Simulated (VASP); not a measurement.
# Si (P6_3/mmc) in VASP: further runs

One crystal, Si, is run at these levels: PBE; tasks: relaxation of cell and atoms, single point.

All numbers are computed with VASP 6.6.1; they aren't measurements. Logs are shortened: lines on timing, memory, paths and dates and some standing lists are left out, and cuts for length are marked.

## 1. The crystal as given

Symmetry: P6_3/mmc, No. 194, hexagonal system. Conventional cell: a = 3.831 Å, b = 3.831 Å, c = 6.333 Å, α = 90.00°, β = 90.00°, γ = 120.00°. Si (site symmetry 3m) has 4 Si at 2.35 to 2.37 Å as nearest neighbours.

This isn't the form of Si at room conditions, which is diamond.

## 2. Relaxation of cell and atoms, PBE

INCAR reads:

```
PREC = Accurate
ENCUT = 600
EDIFF = 1E-7
ISMEAR = 0
SIGMA = 0.02
LREAL = F
LASPH = T
NELM = 100
ALGO = Normal
ISIF = 3
LWAVE = F
LCHARG = F
GGA = PE
IBRION = 2
NSW = 100
EDIFFG = -0.005
```

KPOINTS reads:

```
regular mesh
0
Gamma
  12 12 6
```

POSCAR reads:

```
Si
1.0
    3.8313174605      0.0000000000      0.0000000000
   -1.9156587303      3.3180182508      0.0000000000
    0.0000000000      0.0000000000      6.3326220002
Si
4
Direct
    0.3333333300      0.6666666700      0.0630095000
    0.6666666700      0.3333333300      0.5630095000
    0.3333333300      0.6666666700      0.4369905000
    0.6666666700      0.3333333300      0.9369905000
```

Potentials or basis: VASP PAW PBE potentials, release 64 (Si).

Launch:

```console
> cat potpaw_PBE.64/Si/POTCAR > POTCAR
> mpirun -np 1 vasp_std > vasp.out
```

OUTCAR:

```text
PREC = Accurate
   ENCUT = 600
   EDIFF = 1E-7
   ISMEAR = 0
   LREAL = F
   LASPH = T
   NELM = 100
   ISIF = 3
   GGA = PE
   IBRION = 2
   NSW = 100
   EDIFFG = -0.005

 ion  position               nearest neighbor table
   1  0.333  0.667  0.063-   4 2.35   4 2.35   4 2.35   3 2.37
   2  0.667  0.333  0.563-   3 2.35   3 2.35   3 2.35   4 2.37
   3  0.333  0.667  0.437-   2 2.35   2 2.35   2 2.35   1 2.37
   4  0.667  0.333  0.937-   1 2.35   1 2.35   1 2.35   2 2.37

  LATTYP: Found a hexagonal cell.
 ALAT       =     3.8313174605
 C/A-ratio  =     1.6528575524

  Lattice vectors:

 A1 = (   3.8313174605,   0.0000000000,   0.0000000000)
 A2 = (  -1.9156587303,   3.3180182508,   0.0000000000)
 A3 = (   0.0000000000,   0.0000000000,   6.3326220002)

Analysis of symmetry for initial positions (statically):
=====================================================================
 Subroutine PRICEL returns:
 Original cell was already a primitive cell.

 Routine SETGRP: Setting up the symmetry group for a
 hexagonal supercell.

 Subroutine GETGRP returns: Found 24 space group operations
 (whereof 12 operations were pure point group operations)
 out of a pool of 24 trial point group operations.

The static configuration has the point symmetry D_3d.
 The point group associated with its full space group is D_6h.

Analysis of symmetry for dynamics (positions and initial velocities):
=====================================================================
 Subroutine PRICEL returns:
 Original cell was already a primitive cell.

 Routine SETGRP: Setting up the symmetry group for a
 hexagonal supercell.

 Subroutine GETGRP returns: Found 24 space group operations
 (whereof 12 operations were pure point group operations)
 out of a pool of 24 trial point group operations.

The dynamic configuration has the point symmetry D_3d.
 The point group associated with its full space group is D_6h.

 Subroutine INISYM returns: Found 24 space group operations
 (whereof 12 operations are pure point group operations),
 and found     1 'primitive' translations

----------------------------------------------------------------------------------------

                                     Primitive cell

  volume of cell :      80.5027

  direct lattice vectors                    reciprocal lattice vectors
     3.831317461  0.000000000  0.000000000     0.261006823  0.150692360  0.000000000
    -1.915658730  3.318018251  0.000000000     0.000000000  0.301384720  0.000000000
     0.000000000  0.000000000  6.332622000     0.000000000  0.000000000  0.157912473

  length of vectors
     3.831317461  3.831317461  6.332622000     0.301384720  0.301384720  0.157912473

  position of ions in fractional coordinates (direct lattice)
     0.333333330  0.666666670  0.063009500
     0.666666670  0.333333330  0.563009500
     0.333333330  0.666666670  0.436990500
     0.666666670  0.333333330  0.936990500

  ion indices of the primitive-cell ions
   primitive index   ion index
                 1           1
                 2           2
                 3           3
                 4           4

----------------------------------------------------------------------------------------

 KPOINTS: regular mesh

Automatic generation of k-mesh.
 Grid dimensions read from file:
 generate k-points for:   12   12    6

 Generating k-lattice:

  Cartesian coordinates                     Fractional coordinates (reciprocal lattice)
     0.021750569  0.012557697  0.000000000     0.083333333  0.000000000  0.000000000
     0.000000000  0.025115393  0.000000000     0.000000000  0.083333333  0.000000000
     0.000000000  0.000000000  0.026318745     0.000000000  0.000000000  0.166666667

  Length of vectors
     0.025115393  0.025115393  0.026318745

  Shift w.r.t. Gamma in fractional coordinates (k-lattice)
     0.000000000  0.000000000  0.000000000

 Subroutine IBZKPT returns following result:
 ===========================================

 Found     76 irreducible k-points:

 Following reciprocal coordinates:
            Coordinates               Weight
  0.000000  0.000000  0.000000      1.000000
  0.083333  0.000000  0.000000      6.000000
  0.166667  0.000000  0.000000      6.000000
  0.250000  0.000000  0.000000      6.000000
  0.333333  0.000000  0.000000      6.000000
  0.416667  0.000000  0.000000      6.000000
[... 16 lines left out ...]
  0.250000  0.000000  0.166667     12.000000
  0.333333  0.000000  0.166667     12.000000
 [... further k-points ...]
   k-points           NKPTS =     76   k-points in BZ     NKDIM =     76   number of bands    NBANDS=     12
   number of dos      NEDOS =    301   number of ions     NIONS =      4
   total plane-waves  NPLWV =  55296
   dimension x,y,z NGX =    32 NGY =   32 NGZ =   54
   dimension x,y,z NGXF=    64 NGYF=   64 NGZF=  108
   ions per type =               4
   NGX,Y,Z   is equivalent  to a cutoff of  13.89, 13.89, 14.18 a.u.
   NGXF,Y,Z  is equivalent  to a cutoff of  27.77, 27.77, 28.35 a.u.
 SYSTEM =  unknown system
   PREC   = accura    normal or accurate (medium, high low for compatibility)
   ISTART =      0    job   : 0-new  1-cont  2-samecut
   ICHARG =      2    charge: 1-file 2-atom 10-const
   ISPIN  =      1    spin polarized calculation?
   LNONCOLLINEAR =      F non collinear calculations
   LSORBIT =      F    spin-orbit coupling
   LASPH  =      T    aspherical Exc in radial PAW
   ENCUT  =  600.0 eV  44.10 Ry    6.64 a.u.   7.65  7.65 12.65*2*pi/ulx,y,z
   NELM   =    100;   NELMIN=  2; NELMDL= -5     # of ELM steps
   EDIFF  = 0.1E-06   stopping-criterion for ELM
   LREAL  =      F    real-space projection
   EDIFFG = -.5E-02   stopping-criterion for IOM
   NSW    =    100    number of steps for IOM
   IBRION =      2    ionic relax: 0-MD 1-quasi-New 2-CG
   NFREE  =      1    steps in history (QN), initial steepest desc. (CG)
   ISIF   =      3    stress and relaxation
   ISYM   =      2    0-nonsym 1-usesym 2-fastsym
   POTIM  = 0.5000    time-step for ionic-motion
   TEBEG  =    0.0;   TEEND  =   0.0 temperature during run
   PSTRESS=    0.0 pullay stress
   NELECT =      16.0000    total number of electrons
   NUPDOWN=      -1.0000    fix difference up-down
   EMIN   =  10.00;   EMAX   =-10.00  energy-range for DOS
   EFERMI =   0.00;   METHOD = LEGACY
   ISMEAR =     0;   SIGMA  =   0.02  broadening in eV -4-tet -1-fermi 0-gaus
   EFERMI_NEDOS =   21; number of points for ismear=-14 and -15
   IALGO  =     38    algorithm
   IMIX   =      4    mixing-type and parameters
     AMIX     =   0.40;   BMIX     =  1.00
     AMIX_MAG =   1.60;   BMIX_MAG =  1.00
  volume/ion in A,a.u.               =      20.13       135.81
  Fermi-wavevector in a.u.,A,eV,Ry     =   0.955384  1.805414 12.418837  0.912759
  Thomas-Fermi vector in A             =   2.084217
   LORBIT       =      0    0 simple, 1 ext, 2 COOP (PROOUT), +10 PAW based schemes
   GGA     = PE    functional components
   LHFCALC =     F    Hartree Fock is set to
   AEXX    =    0.0000 exact exchange contribution
   IVDW    =     0    specifies the selected vdW correction
   LEPSILON=     F    determine dielectric tensor
   LRPA    =     F    only Hartree local field effects (RPA)
 conjugate gradient relaxation of ions
 non-spin polarized calculation
 Gauss-broadening in eV      SIGMA  =   0.02
  energy-cutoff  :      600.00
  volume of cell :       80.50
 maximum number of plane-waves:      2738
 NGX is ok and might be reduce to    32
   NGX = 15   NGY = 15   NGZ = 25

--------------------------------------- Ionic step        1  -------------------------------------------

 number of electron      16.0000000 magnetization

 Free energy of the ion-electron system (eV)
  ---------------------------------------------------
  ext. energy  EPLUGINS =         0.00000000
  ---------------------------------------------------
  free energy    TOTEN  =       -21.65044350 eV

  energy without entropy =      -21.65044350  energy(sigma->0) =      -21.65044350

------------------------ aborting loop because EDIFF is reached ----------------------------------------

  FORCE on cell =-STRESS in cart. coord.  units (eV):
  Direction    XX          YY          ZZ          XY          YZ          ZX
  --------------------------------------------------------------------------------------
  -------------------------------------------------------------------------------------
  Total        0.6732722      0.6732722      0.7036561     -0.0000000     -0.0000000      0.0000000
  in kB       13.3995686     13.3995686     14.0042729     -0.0000000     -0.0000000      0.0000000
  external PRESSURE =      13.6011367 kB  Pullay stress =       0.0000000 kB
[... 137 lines left out ...]
  energy  without entropy=      -21.6554431715  energy(sigma->0) =      -21.65544317

--------------------------------------- Ionic step        5  -------------------------------------------

 number of electron      16.0000000 magnetization

 Free energy of the ion-electron system (eV)
  ---------------------------------------------------
  ext. energy  EPLUGINS =         0.00000000
  ---------------------------------------------------
  free energy    TOTEN  =       -21.65544836 eV

  energy without entropy =      -21.65544836  energy(sigma->0) =      -21.65544836

 E-fermi :   6.0066     XC(G=0):  -9.3267

 val. band max:        5.8716272047   @ k =   0.0000   0.0000   0.0000
 cond. band min:       6.3235170565   @ k =   0.5000   0.0000   0.0000
 fundamental gap:      0.4518898519
 Fermi energy:         6.0065569865

 k-point     1 :       0.0000    0.0000    0.0000
  band No.  band energies     occupation
      1      -6.2096      2.00000
      2      -3.9641      2.00000
      3      -1.2598      2.00000
      4       4.3787      2.00000
      5       4.3787      2.00000
      6       5.5342      2.00000
      7       5.8716      2.00000
      8       5.8716      2.00000
      9       6.8692      0.00000
     10       7.8885      0.00000
     11       7.8885      0.00000
     12       8.1898      0.00000
[... 331 lines left out ...]
 k-point    24 :       0.3333    0.0000    0.1667
  band No.  band energies     occupation
      1      -4.9012      2.00000
      2      -3.0698      2.00000
      3      -1.0950      2.00000
      4       1.1901      2.00000
      5       1.3454      2.00000
      6       3.2090      2.00000
      7       4.0634      2.00000
      8       4.5459      2.00000
      9       6.6220      0.00000
     10       7.8541      0.00000
     11       8.4669      0.00000
     12       9.4203      0.00000

 [... further k-points ...]

------------------------ aborting loop because EDIFF is reached ----------------------------------------

  FORCE on cell =-STRESS in cart. coord.  units (eV):
  Direction    XX          YY          ZZ          XY          YZ          ZX
  --------------------------------------------------------------------------------------
  -------------------------------------------------------------------------------------
  Total        0.0087821      0.0087821     -0.0012194     -0.0000000      0.0000000      0.0000000
  in kB        0.1722342      0.1722342     -0.0239156     -0.0000000      0.0000000      0.0000000
  external PRESSURE =       0.1068509 kB  Pullay stress =       0.0000000 kB
[... 19 lines left out ...]
  FREE ENERGIE OF THE ION-ELECTRON SYSTEM (eV)
  ---------------------------------------------------
  free  energy   TOTEN  =       -21.6554483567 eV

  energy  without entropy=      -21.6554483567  energy(sigma->0) =      -21.65544836

 reached required accuracy - stopping structural energy minimisation
```

It took 1.9 min on 1 thread of AMD EPYC 9R45 (Zen 5), shared host; peak memory 0.22 GiB.

What came out:

| Quantity | Value |
| --- | --- |
| Free energy | -21.6554 eV |
| Relaxed volume | 20.42 Å³/atom |
| Relaxed cell | a = 3.850 Å, b = 3.850 Å, c = 6.364 Å, α = 90.00°, β = 90.00°, γ = 120.00° |
| Space group after relaxing (to 0.05 Å) | P6_3/mmc (No. 194) |
| Energy gained by relaxing | 1.3 meV/atom |
| Ionic steps | 5 |
| Pressure after relaxing | 0.0 GPa |
| Band gap on the k mesh | 0.45 eV, indirect (least direct gap 1.00 eV) |

The path:
```
step  energy change (eV)  largest force (eV/Å)  pressure (GPa)  volume (Å³)
   1              0.0000                0.0053            1.36        80.50
   2             -0.0028                0.0050           -0.86        82.51
   3             -0.0050                0.0050            0.01        81.70
   4             -0.0050                0.0050           -0.02        81.72
   5             -0.0050                0.0007            0.01        81.69
```

Final structure:
```xyz
4
Lattice="3.8500 0.0000 0.0000 -1.9250 3.3342 0.0000 0.0000 0.0000 6.3640" Properties=species:S:1:pos:R:3 pbc="T T T"
Si    0.0000    2.2228    0.4006
Si    1.9250    1.1114    3.5826
Si    0.0000    2.2228    2.7814
Si    1.9250    1.1114    5.9634
```

Levels at points of the mesh, in eV from the valence-band top:
| k point | band 5 | band 6 | band 7 | band 8 | band 9 | band 10 | band 11 | band 12 |
| --- | --- | --- | --- | --- | --- | --- | --- | --- |
| (0.00, 0.00, 0.00) | -1.49 | -0.34 | 0.00 | 0.00 | 1.00 | 2.02 | 2.02 | 2.32 |
| (0.50, 0.00, 0.00) | -4.58 | -3.00 | -2.92 | -1.42 | 0.45 | 2.33 | 3.01 | 3.13 |
| (0.00, 0.00, 0.50) | -0.91 | -0.91 | -0.91 | -0.91 | 1.77 | 1.77 | 2.99 | 2.99 |
| (0.50, 0.00, 0.50) | -2.42 | -2.42 | -2.38 | -2.38 | 0.92 | 0.92 | 1.70 | 1.70 |

## 3. Single point, PBE

INCAR reads:

```
  PREC = Accurate
  ENCUT = 520
  EDIFF = 1E-7
  ISMEAR = 0
  SIGMA = 0.1
  LREAL = F
  LASPH = T
  NELM = 100
  ALGO = Normal
  ISIF = 2
  LWAVE = F
  LCHARG = F
  GGA = PE
  NBANDS = 16
```

KPOINTS reads:

```
Automatic mesh
0
Gamma
  6 6 4
```

POSCAR is that of step 2.

Potentials or basis: VASP PAW PBE potentials, release 64 (Si).

Launch:

```console
> cat potpaw_PBE.64/Si/POTCAR > POTCAR
> mpirun -np 1 vasp_std > vasp.out
```

Run time: 13 s. Hardware: 1 thread of AMD EPYC 9R45 (Zen 5), shared host; peak memory 0.15 GiB.

Results (log left out):

```
Free energy            : -21.6245 eV
Pressure               : 1.4 GPa
Largest force          : 0.015 eV/Å
Band gap on the k mesh : 0.42 eV, indirect (least direct gap 1.03 eV)
```

Forces on the atoms (eV/Å):
```
Si   0.000  0.000 -0.015
Si   0.000  0.000 -0.015
Si   0.000  0.000  0.015
Si   0.000  0.000  0.015
```

Stress tensor (GPa, compression positive):
```
1.48 0.00 0.00
0.00 1.48 0.00
0.00 0.00 1.27
```

Levels at points of the mesh, in eV from the valence-band top:
| k point | band 4 | band 5 | band 6 | band 7 | band 8 | band 9 | band 10 | band 11 | band 12 | band 13 |
| --- | --- | --- | --- | --- | --- | --- | --- | --- | --- | --- |
| (0.00, 0.00, 0.00) | -1.52 | -1.52 | -0.35 | 0.00 | 0.00 | 1.03 | 2.00 | 2.00 | 2.34 | 3.51 |
| (0.50, 0.00, 0.00) | -5.97 | -4.66 | -3.05 | -2.98 | -1.44 | 0.42 | 2.34 | 2.99 | 3.11 | 4.42 |
| (0.00, 0.00, 0.50) | -4.23 | -0.93 | -0.93 | -0.93 | -0.93 | 1.81 | 1.81 | 2.98 | 2.98 | 2.98 |
| (0.50, 0.00, 0.50) | -7.25 | -2.45 | -2.45 | -2.42 | -2.42 | 0.92 | 0.92 | 1.66 | 1.66 | 5.62 |

A k mesh can miss the band edges. As with any semilocal functional, this PBE gap is likely too small.
